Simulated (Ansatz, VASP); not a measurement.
**SrNbO3: VASP beside Ansatz**

One calculation is typed for both programs; each brings its own data sets. How far apart do they land? The two relaxations start from unlike cells of this crystal (the structure described is Ansatz's start), so only their ends are compared.

Main program and level: Ansatz 0.2.0; plane waves, with VASP 6.6.1 beside it; relaxation of cell and atoms at LDA.

### 1. Starting point

It takes space group Pm-3m (No. 221, cubic). Conventional cell: a = 4.070 Å, b = 4.070 Å, c = 4.070 Å, α = 90.00°, β = 90.00°, γ = 90.00°. Nearest to Sr lie 12 O at 2.88 Å. Nb has 6 O at 2.03 Å nearest. Nearest to O lie 2 Nb at 2.03 Å and 4 Sr at 2.88 Å. Farther neighbours and most contacts between anions are not listed.

### 2. VASP: relaxation of cell and atoms, LDA

The relaxed volume is the usual yardstick between codes: in a stiff, nearly cubic crystal its relative difference is about their pressure difference at one cell divided by the bulk modulus.

Lines of VASP's logs that name or quote its potential files are left out, and so is its time.

File INCAR:

```
SYSTEM = SrNbO3
PREC = Accurate
ENCUT = 600
EDIFF = 1E-07
NELM = 120
ISMEAR = 0
SIGMA = 0.1
LREAL = .FALSE.
ALGO = Normal
GGA = CA
NBANDS = 26
LASPH = .TRUE.
LORBIT = 11
LWAVE = .FALSE.
LCHARG = .FALSE.
ISIF = 3
IBRION = 2
NSW = 80
EDIFFG = -0.005
GGA_COMPAT = .FALSE.
NELMIN = 4
KPAR = 2
```

File POSCAR:

```
SrNbO3
1.0
    3.9857751513      0.0000000000      0.0000000000
    0.0000000000      3.9857751513      0.0000000000
    0.0000000000      0.0000000000      3.9857751513
Sr Nb O
1 1 3
Direct
    0.5000000000      0.5000000000      0.5000000000
    0.0000000000      0.0000000000      0.0000000000
    0.0000000000      0.5000000000      0.0000000000
    0.0000000000      0.0000000000      0.5000000000
    0.5000000000      0.0000000000      0.0000000000
```

File KPOINTS:

```
Automatic mesh
0
Gamma
8 8 8
0 0 0
```

Potentials, in the order of the species: Sr_sv, Nb_sv and O (LDA family, release 64).

Launch:

```console
mpirun -np 2 vasp_std
```

Numbers of over 12 decimals in the logs are rounded to 6 here.

The log of the run:

```text
[banner, memory and clock lines left out]
running    2 mpi-ranks, on    1 nodes
 distrk:  each k-point on    1 cores,    2 groups
 distr:  one band on    1 cores,    1 groups

 POSCAR found type information on POSCAR SrNbO
 POSCAR found :  3 types and       5 ions
 LDA part: xc-table for (Slater(with rela. corr.)+CA(PZ))
 , standard interpolation
 POSCAR, INCAR and KPOINTS ok, starting setup
 FFT: planning ... GRIDC
 FFT: planning ... GRID_SOFT
 FFT: planning ... GRID
 WAVECAR not read
 entering main loop
       N       E                     dE             d eps       ncg     rms          rms(c)
DAV:   1     0.431107255077E+03    0.43111E+03   -0.24267E+04  1820   0.176E+03
DAV:   2    -0.165258496003E+02   -0.44763E+03   -0.43673E+03  2278   0.547E+02
DAV:   3    -0.502549626336E+02   -0.33729E+02   -0.33413E+02  2992   0.137E+02
DAV:   4    -0.518131963215E+02   -0.15582E+01   -0.15348E+01  2924   0.233E+01
DAV:   5    -0.518492347135E+02   -0.36038E-01   -0.35329E-01  2696   0.332E+00    0.206E+01
DAV:   6    -0.455040776356E+02    0.63452E+01   -0.38320E+01  2720   0.413E+01    0.137E+01
DAV:   7    -0.453615865019E+02    0.14249E+00   -0.25280E+00  2630   0.114E+01    0.828E+00
DAV:   8    -0.453173463846E+02    0.44240E-01   -0.37122E-01  2542   0.456E+00    0.665E-01
DAV:   9    -0.453150393090E+02    0.23071E-02   -0.65417E-02  3130   0.157E+00    0.385E-01
DAV:  10    -0.453149923545E+02    0.46955E-04   -0.53712E-03  2804   0.616E-01    0.121E-01
DAV:  11    -0.453149884108E+02    0.39437E-05   -0.39959E-04  2976   0.194E-01    0.629E-02
DAV:  12    -0.453149793598E+02    0.90511E-05   -0.15538E-04  2598   0.959E-02    0.151E-02
DAV:  13    -0.453149796924E+02   -0.33261E-06   -0.17238E-05  2686   0.355E-02    0.635E-03
DAV:  14    -0.453149796904E+02    0.19500E-08   -0.87961E-07  2800   0.615E-03
   1 F= -.45314980E+02 E0= -.45310504E+02  d E =-.453150E+02
 curvature:   0.00 expect dE= 0.000E+00 dE for cont linesearch  0.000E+00
 trial: gam= 0.00000 g(F)=  0.000E+00 g(S)=  0.347E-04 ort = 0.000E+00 (trialstep = 0.100E+01)
 search vector abs. value=  0.347E-04
 bond charge predicted
       N       E                     dE             d eps       ncg     rms          rms(c)
DAV:   1    -0.453152400128E+02   -0.26032E-03   -0.83295E-03  2494   0.909E-01    0.139E-01
DAV:   2    -0.453150222756E+02    0.21774E-03   -0.93000E-04  2440   0.230E-01    0.464E-02
DAV:   3    -0.453149742130E+02    0.48063E-04   -0.12609E-04  3050   0.115E-01    0.233E-02
DAV:   4    -0.453149729843E+02    0.12287E-05   -0.48091E-05  3044   0.347E-02    0.182E-02
DAV:   5    -0.453149749316E+02   -0.19473E-05   -0.29923E-06  3024   0.114E-02    0.112E-02
DAV:   6    -0.453149764552E+02   -0.15236E-05   -0.60178E-06  3378   0.125E-02    0.209E-03
DAV:   7    -0.453149764448E+02    0.10450E-07   -0.26439E-07  1904   0.366E-03
   2 F= -.45314976E+02 E0= -.45310497E+02  d E =0.324563E-05
 trial-energy change:    0.000003  1 .order    0.000004   -0.000035    0.000042
 step:   0.4618(harm=  0.4499)  dis= 0.00000  next Energy=   -45.314988 (dE=-0.807E-05)
 bond charge predicted
       N       E                     dE             d eps       ncg     rms          rms(c)
DAV:   1    -0.453150646884E+02   -0.88233E-04   -0.24089E-03  2456   0.489E-01    0.753E-02
DAV:   2    -0.453150016784E+02    0.63010E-04   -0.26629E-04  2396   0.123E-01    0.252E-02
DAV:   3    -0.453149875530E+02    0.14125E-04   -0.36449E-05  3024   0.617E-02    0.125E-02
DAV:   4    -0.453149871778E+02    0.37525E-06   -0.14155E-05  3036   0.187E-02    0.969E-03
DAV:   5    -0.453149877219E+02   -0.54417E-06   -0.85372E-07  2718   0.613E-03    0.595E-03
DAV:   6    -0.453149881510E+02   -0.42902E-06   -0.17798E-06  3338   0.675E-03    0.115E-03
DAV:   7    -0.453149881463E+02    0.46380E-08   -0.70845E-08  1306   0.201E-03
   3 F= -.45314988E+02 E0= -.45310511E+02  d E =-.845590E-05
 curvature:  -0.22 expect dE=-0.170E-07 dE for cont linesearch -0.170E-07
 trial: gam= 0.00000 g(F)=  0.236E-65 g(S)=  0.755E-07 ort =-0.162E-05 (trialstep = 0.892E+00)
 search vector abs. value=  0.756E-07
 reached required accuracy - stopping structural energy minimisation
```

OUTCAR, selected parts (step 2):

```text
ion  position               nearest neighbor table
   1  0.500  0.500  0.500-   3 2.82   4 2.82   5 2.82   3 2.82   5 2.82   4 2.82   5 2.82   5 2.82
                             3 2.82   4 2.82   3 2.82   4 2.82   2 3.45   2 3.45   2 3.45   2 3.45
   2  0.000  0.000  0.000-   3 1.99   4 1.99   5 1.99   4 1.99   3 1.99   5 1.99   1 3.45   1 3.45
                             1 3.45   1 3.45   1 3.45   1 3.45   1 3.45   1 3.45
   3  0.000  0.500  0.000-   2 1.99   2 1.99   1 2.82   1 2.82   1 2.82   1 2.82
   4  0.000  0.000  0.500-   2 1.99   2 1.99   1 2.82   1 2.82   1 2.82   1 2.82
   5  0.500  0.000  0.000-   2 1.99   2 1.99   1 2.82   1 2.82   1 2.82   1 2.82

  LATTYP: Found a simple cubic cell.
 ALAT       =     3.9857751513

 Subroutine GETGRP returns: Found 48 space group operations
 (whereof 48 operations were pure point group operations)

The static configuration has the point symmetry O_h .

 Found     35 irreducible k-points:

   k-points           NKPTS =     35   k-points in BZ     NKDIM =     35   number of bands    NBANDS=     26

   dimension x,y,z NGX =    32 NGY =   32 NGZ =   32
   dimension x,y,z NGXF=    64 NGYF=   64 NGZF=   64

   ENCUT  =  600.0 eV  44.10 Ry    6.64 a.u.   7.96  7.96  7.96*2*pi/ulx,y,z

   NELECT =      41.0000    total number of electrons

 k-points in reciprocal lattice and weights: Automatic mesh
   0.00000000  0.00000000  0.00000000       0.002
   0.12500000  0.00000000  0.00000000       0.012
   0.25000000  0.00000000  0.00000000       0.012
   0.37500000  0.00000000  0.00000000       0.012
   0.50000000  0.00000000  0.00000000       0.006
   0.12500000  0.12500000  0.00000000       0.023
   0.25000000  0.12500000  0.00000000       0.047
   0.37500000  0.12500000  0.00000000       0.047
   0.50000000  0.12500000  0.00000000       0.023
[...]
0.50000000  0.50000000  0.37500000       0.012
   0.50000000  0.50000000  0.50000000       0.002

 average (electrostatic) potential at core
       1 -34.1139       2 -82.1626       3 -70.1322       4 -70.1322       5 -70.1322

 E-fermi :   8.0791

 k-point     1 :       0.0000    0.0000    0.0000
  band No.  band energies     occupation
    ...
     19       3.7999      2.00000
     20       3.7999      2.00000
     21       6.5958      2.00000
     22       6.5958      2.00000
     23       6.5958      2.00000
     24       9.4080      0.00000
     25       9.4080      0.00000
     26       9.6377      0.00000

 k-point     2 :       0.1250    0.0000    0.0000
  band No.  band energies     occupation
    ...
     19       3.7346      2.00000
     20       3.7346      2.00000
     21       6.6397      2.00000
     22       7.0473      2.00000
     23       7.0473      2.00000
     24       9.6438      0.00000
     25       9.6739      0.00000
     26       9.9921      0.00000

 k-point     3 :       0.2500    0.0000    0.0000
  band No.  band energies     occupation
    ...
     19       3.6525      2.00000
     20       3.6525      2.00000
     21       6.7515      2.00000
     22       8.0314      1.49993
     23       8.0314      1.49993
     24      10.2448      0.00000
     25      10.3110      0.00000
     26      10.9155      0.00000

  Total       -0.0016152     -0.0016152     -0.0016152     -0.0000000      0.0000000     -0.0000000
  in kB       -0.0408516     -0.0408516     -0.0408516     -0.0000000      0.0000000     -0.0000000
  external PRESSURE =      -0.0408516 kB  Pullay stress =       0.0000000 kB

  energy-cutoff  :      600.00
  volume of cell :       63.35
      direct lattice vectors                 reciprocal lattice vectors
     3.986389777  0.000000000  0.000000000     0.250853543 -0.000000000  0.000000000
     0.000000000  3.986389777  0.000000000    -0.000000000  0.250853543  0.000000000
    -0.000000000 -0.000000000  3.986389777    -0.000000000 -0.000000000  0.250853543

 POSITION                                       TOTAL-FORCE (eV/Angst)
 -----------------------------------------------------------------------------------
      1.99319      1.99319      1.99319         0.000000      0.000000      0.000000
      0.00000      0.00000      0.00000        -0.000000     -0.000000      0.000000
      0.00000      1.99319      0.00000        -0.000000      0.000000      0.000000
     -0.00000     -0.00000      1.99319        -0.000000     -0.000000      0.000000
      1.99319      0.00000      0.00000        -0.000000      0.000000      0.000000
 -----------------------------------------------------------------------------------
    total drift:                                0.000000      0.000000     -0.000000

  FREE ENERGIE OF THE ION-ELECTRON SYSTEM (eV)
  ---------------------------------------------------
  free  energy   TOTEN  =       -45.3149881463 eV

  energy  without entropy=      -45.3060337917  energy(sigma->0) =      -45.31051097

 reached required accuracy - stopping structural energy minimisation

 total charge
# of ion       s       p       d       tot
------------------------------------------
    1        1.994   5.770   0.204   7.969
    2        2.198   6.137   2.310  10.645
    3        1.549   3.492   0.000   5.041
    4        1.549   3.492   0.000   5.041
    5        1.549   3.492   0.000   5.041
--------------------------------------------------
tot          8.839  22.383   2.514  33.736

[... 3 further parts left out ...]
```

CONTCAR:

```
SrNbO3
   1.00000000000000
     3.9863897765653533    0.0000000000000000    0.0000000000000000
     0.0000000000000000    3.9863897765653533    0.0000000000000000
    -0.0000000000000000   -0.0000000000000000    3.9863897765653533
  Sr              Nb              O
     1     1     3
Direct
     0.5000000000000000    0.5000000000000000    0.5000000000000000
     0.0000000000000000    0.0000000000000000    0.0000000000000000
     0.0000000000000000    0.5000000000000000    0.0000000000000000
     0.0000000000000000    0.0000000000000000    0.5000000000000000
     0.5000000000000000    0.0000000000000000    0.0000000000000000
```

This run has no spin polarisation. Its electron count is odd, so without a moment it is a metal by construction.

(Continued in part 2 of 2.)

[Lines on the potential files, build, host, timing and source positions are cut from VASP's logs without a mark.]

[Logs are printed without paths, hosts, clocks, repeated set-up lines and the standing remarks that a program may print on its own settings, such as how far it seeks lower states.]

[Hosts, paths, dates, database ids (printed as entryN), source tags and the programs' standing remarks are cut or masked in the printed files.]
